**Question**

A diamond film is strained equally along two cube axes in its plane and is free to relax along the third, the normal. Positive strain means stretching. The band gap runs from the valence top, at the zone centre (two runs at +2 % place it a hair away and about 1 meV higher, most likely numerical noise), to one of six conduction valleys, two on each cube axis; the least direct gap is the smallest vertical distance between filled and empty bands.

Diamond (two-atom cell, unstrained a = 3.560 Å) under epitaxial strain in the xy plane, computed with Ansatz 0.2.0 (plane-wave PAW DFT, no spin polarisation). All rows use geometries relaxed with r2SCAN, the normal left free; changes and energy rises are relative to the unstrained cell. The k mesh is 8×8×8 for HSE06 and 12×12×12 for PBE and r2SCAN.

| functional | strain (%) | band gap (eV) | band gap change (eV) | least direct gap change (eV) | energy rise per atom (meV) |
| --- | --- | --- | --- | --- | --- |
| HSE06 | -4 | 4.782 | -0.518 | -0.262 | 59.1 |
| HSE06 | -3 | 4.918 | -0.382 | -0.194 | 29.7 |
| HSE06 | -2 | 5.049 | -0.251 | -0.127 | 10.5 |
| HSE06 | -1 | 5.175 | -0.125 | -0.063 | 0.7 |
| HSE06 | 1 | 4.934 | -0.365 | -0.280 | 7.8 |
| HSE06 | 2 | 4.585 | -0.715 | -0.545 | 23.6 |
| HSE06 | 3 | 4.249 | -1.051 | -0.798 | 46.8 |
| HSE06 | 4 | 3.926 | -1.374 | -1.040 | 77.2 |
| PBE | -4 | 3.640 | -0.508 | -0.263 | 82.0 |
| PBE | -3 | 3.774 | -0.375 | -0.195 | 47.3 |
| PBE | -2 | 3.902 | -0.247 | -0.128 | 22.5 |
| PBE | -1 | 4.025 | -0.123 | -0.063 | 6.9 |
| PBE | 1 | 3.802 | -0.347 | -0.266 | 1.4 |
| PBE | 2 | 3.471 | -0.677 | -0.517 | 10.6 |
| PBE | 3 | 3.154 | -0.995 | -0.756 | 27.1 |
| PBE | 4 | 2.848 | -1.300 | -0.985 | 50.4 |
| r2SCAN | -4 | 3.830 | -0.532 | -0.288 | 73.7 |
| r2SCAN | -3 | 3.969 | -0.392 | -0.214 | 40.6 |
| r2SCAN | -2 | 4.104 | -0.257 | -0.141 | 17.7 |
| r2SCAN | -1 | 4.235 | -0.127 | -0.070 | 4.3 |
| r2SCAN | 1 | 3.997 | -0.364 | -0.280 | 4.1 |
| r2SCAN | 2 | 3.647 | -0.714 | -0.547 | 16.3 |
| r2SCAN | 3 | 3.312 | -1.049 | -0.801 | 36.0 |
| r2SCAN | 4 | 2.991 | -1.371 | -1.043 | 62.7 |

In the HSE06 run at +1 %, the threefold valence top has split into a single level and, 0.189 eV below it, a pair. The two valleys along the normal lie 0.297 eV below the four in the plane.

(a) How does the gap respond to each sign of strain, and why?
(b) Show how the HSE06 change at −1 % in the table follows from the data at +1 %.
(c) Why do the two signs differ in strength?
(d) Does the answer hang on the functional, and what do the uneven energy rises mean?

**Model answer**

(a) The gap falls for either sign of strain, in every row. In unstrained diamond the three valence levels coincide, apart from a small spin–orbit splitting that these runs leave out, and so do the six valleys. Strain in the plane makes the normal different from the other two axes, so both sets split. The gap is measured from the highest filled level to the lowest empty one, and splitting brings these two closer whichever way it goes.

Which levels form the gap depends on the sign. Under stretching they are the single valence level and the valleys along the normal; under compression they are the valence pair and the valleys in the plane. The computed conduction minima do change places in this way. Zero strain is therefore a crossing of two lines, and the gap has a kink there instead of a rounded maximum.

The order of the valence levels follows from the bonds. Stretching the film tilts them towards the plane, so p orbitals along the normal overlap less well. Their bonding level rises to the valence top, and the matching antibonding level at the zone centre drops. This is an orbital argument; the order of the valleys is simply read from the calculation.

(b) At +1 % the gap changes by −0.365 eV. The distance from the valence pair to the in-plane valleys is larger than the gap by both splittings, so it has changed by

−0.365 + 0.189 + 0.297 = +0.121 eV.

For small strain, reversing the strain reverses this change. At −1 % these same levels form the gap, so the estimate is −0.12 eV. The table gives −0.125 eV, a value that did not enter the estimate.

(c) A change of shape at fixed volume leaves the weighted mean of a split set where it was, to first order. One level must then move twice as far as the two that balance it, and two valleys twice as far as the other four. Stretching puts the far-moving levels at the gap, compression the others. The conduction valleys of silicon, which also lie on the cube axes, are expected to divide by the same rule, since only their number and directions enter it.

Volume adds a smaller part. Let S be the sum of the two splittings at 1 % strain, 0.486 eV, and V the narrowing between the weighted means on stretching, 0.042 eV. Then

stretching: −V − 2S/3 = −0.366 eV
compression: +V − S/3 = −0.120 eV.

In diamond, expansion helps to close the gap, while compression works against the loss. This sign is no general rule: the indirect gap of silicon is known to fall under pressure. Most of the asymmetry comes from the two-to-one rule, not from volume.

The least direct gap obeys the same rule but loses less in every row. In the HSE06 run at +1 %, the lowest empty levels at the zone centre split by only 0.153 eV, about half as much as the valleys.

(d) The gap itself depends strongly on the functional, its change only weakly. HSE06 opens the unstrained gap by 1.15 eV compared with PBE, yet the band-gap changes with HSE06 and r2SCAN exceed those with PBE by at most about 6 %. The least direct gap is a little more sensitive: under compression r2SCAN loses about 10 % more than PBE. The functional acts mainly as a nearly constant offset between filled and empty levels. If the changes grew in proportion to the gap, HSE06 would lose 1.66 eV at +4 %; it loses 1.374 eV.

PBE is known to make band gaps too small, but its changes under strain come close to those of HSE06 here. For a quick estimate, they can thus be added to an unstrained HSE06 gap. This reproduces the strained HSE06 gaps to within 0.08 eV in all eight rows. All three functionals were applied to the same r2SCAN geometries, so differences in how each would relax the film are not included.

At 1 % strain the uneven energy rises come mainly from that shared starting cell. It is slightly too large for HSE06, so compression by 1 % costs 0.7 meV an atom and stretching 7.8 meV. For PBE it is too small, and the order is reversed. Residual pressure times volume change accounts for the imbalance at 1 % to within a few per cent, although the HSE06 stresses are only loosely converged. Only the r2SCAN energies describe strain about the functional's own minimum. They are nearly even at 1 %, yet at 4 % compression costs 73.7 meV an atom and stretching 62.7 meV, as expected if bonds resist shortening more than lengthening.

**Remarks on the reasoning**

The kink is a finding, not a choice of drawing. Two straight lines meeting at zero strain describe all 24 rows with an rms miss of 0.02 eV; a parabola with as many constants misses by 0.16 eV. The printed output below gives both fits.

The division in (c) needs the symmetry argument, because the slopes alone would also allow equal weights and a volume part of 0.12 eV. The two divisions differ in what they imply under pressure. In the HSE06 runs, stretching by 1 % lowers the pressure by about 7.7 GPa. The smaller volume part then means that the gap rises by about 5 meV per GPa. The larger volume part would give about 16, so runs with equal strain along all three axes could tell the two apart.

Straight lines are safest at small strain. Extended to +4 %, the line from the HSE06 run at +1 % predicts a loss of 1.46 eV, about 6 % more than HSE06 gives and about 12 % more than PBE gives. On the compressed side the HSE06 losses grow slightly faster than the line. This bending lies beyond a first-order model, and its cause is not tested here.

A good answer also says what happens without a change of shape. If diamond were strained equally along all three axes, the levels would stay together and only the volume part would remain. The gap would then pass through zero strain without a kink, rising under compression and falling under expansion.

Numerical output:

```
HSE06 +1 %, splitting of the valence top, singlet above doublet (eV): 0.1888
HSE06 +1 %, in-plane valleys above normal valleys (eV): 0.297
HSE06 +1 %, splitting of the lowest conduction triplet at Gamma (eV): 0.1534
HSE06 +1 %, change of distance singlet to normal valleys (eV): -0.3658
HSE06 +1 %, change of distance doublet to in-plane valleys (eV): 0.12
HSE06 +1 %, change of distance doublet to doublet at Gamma (eV): 0.06217
HSE06 +1 %, change of distance between weighted means, the volume part (eV): -0.04189
Pressure coefficient implied by the volume part, rough (meV per GPa): 5.35
Straight lines from the HSE06 +1 % levels, rms miss on the seven other HSE06 rows (eV): 0.04207
Same lines, largest miss on all rows (eV): 0.163
fit of band_gap_change on 24 rows: coefficient of strain -0.1066 +/- 0.013, coefficient of strain**2 -0.06626 +/- 0.0037; rms 0.162, worst HSE06 0.237, leave-one-out rms 0.174
fit of band_gap_change on 24 rows: coefficient of strain -0.1066 +/- 0.0016, coefficient of abs(strain) -0.2351 +/- 0.0016; rms 0.0209, worst PBE -0.0668, leave-one-out rms 0.0238
HSE06, gap loss at +4 % over loss at -4 % (ratio): 2.653
Gap change at +4 %, HSE06 over PBE (ratio): 1.057
Gap change at -4 %, HSE06 over PBE (ratio): 1.02
Gap change at +4 %, r2SCAN over PBE (ratio): 1.055
Gap change at -4 %, r2SCAN over PBE (ratio): 1.047
Unstrained gap, HSE06 less PBE (eV): 1.151
Gap at +4 %, HSE06 less PBE (eV): 1.077
HSE06 change at +4 % if changes scaled with the unstrained gap of PBE (eV): -1.661
HSE06, half the difference of energy rises at +1 and -1 % (meV an atom): 3.55
HSE06, same from residual pressure times volume change (meV an atom): 3.611
PBE, half the difference of energy rises at +1 and -1 % (meV an atom): -2.75
PBE, same from residual pressure times volume change (meV an atom): -2.64
```
